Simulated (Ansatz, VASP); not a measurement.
**Two plane-wave programs on Te2Mo**

File INCAR:

```
PREC = Accurate
ENCUT = 520
EDIFF = 1E-6
ISMEAR = 0
SIGMA = 0.011
LREAL = False
LASPH = True
NELM = 100
ALGO = Fast
ISIF = 2
LWAVE = False
LCHARG = False
GGA = PE
```

File KPOINTS:

```
regular mesh
0
Gamma
  4 8 1
```

File POSCAR:

```
Te2Mo
1.0
    6.3616090156      0.0000000000      0.0000000000
    0.0000000000      3.4804030600      0.0000000000
   -0.0857412231      0.0000000000     36.1758904685
Te Mo
4 2
Direct
    0.4292511000      0.7500000000      0.5407035800
    0.5707489000      0.2500000000      0.4592964200
    0.9208478700      0.2500000000      0.5565273200
    0.0791521300      0.7500000000      0.4434726800
    0.1813475600      0.2500000000      0.4974653700
    0.8186524400      0.7500000000      0.5025346300
```

The input input.yaml:

```yaml
crystal:
  lattice:
    - [6.3616090156, 0.0, 0.0]
    - [0.0, 3.48040306, 0.0]
    - [-0.0857412231, 0.0, 36.1758904685]
  atoms:
    - { symbol: Te, position: [0.4292511, 0.75, 0.54070358] }
    - { symbol: Te, position: [0.5707489, 0.25, 0.45929642] }
    - { symbol: Te, position: [0.92084787, 0.25, 0.55652732] }
    - { symbol: Te, position: [0.07915213, 0.75, 0.44347268] }
    - { symbol: Mo, position: [0.18134756, 0.25, 0.49746537] }
    - { symbol: Mo, position: [0.81865244, 0.75, 0.50253463] }
hamiltonian:
  xc: pbe
  pseudopotentials: { kind: paw }
kpoints:
  mp_grid: { grid: [4, 8, 1] }
scf:
  occupations: { method: gaussian, width: 0.011 }
output:
  forces: true
  stress: true
  eigenvalues: true
  write_density: true
  write_potential: true
  elf: true
  volumetric_format: npy
```

Alike in both runs: task single point; functional PBE; k mesh 4 × 8 × 1; occupations gaussian, width 0.011 eV; no spin polarisation.

|  | VASP | Ansatz |
| --- | --- | --- |
| version | VASP 6.6.1 | Ansatz 0.2.0 |
| potentials or method | VASP PAW PBE potentials, release 64 (Te, Mo_sv) | Ansatz PAW |
| plane-wave cutoff (eV) | 520 | 420 |
| valence electrons in the cell | 52 | 92 |

|  | VASP | Ansatz | Ansatz less VASP |
| --- | --- | --- | --- |
| gap on the k mesh at the Fermi level (eV) | none | none | - |
| rms of the force components (eV/Å) | 0.095 | 0.090 | -0.0043 |

Atom by atom the forces differ by 0.006 eV/Å (rms over components). A gap of «none» marks a metal or a gap that the smearing closes. The functional is the same, so the differences come from potentials, cutoffs and numerics. The two sets of potentials don't hold the same shells in valence.

The runs have no spin-orbit coupling, so splittings on Te are missing.
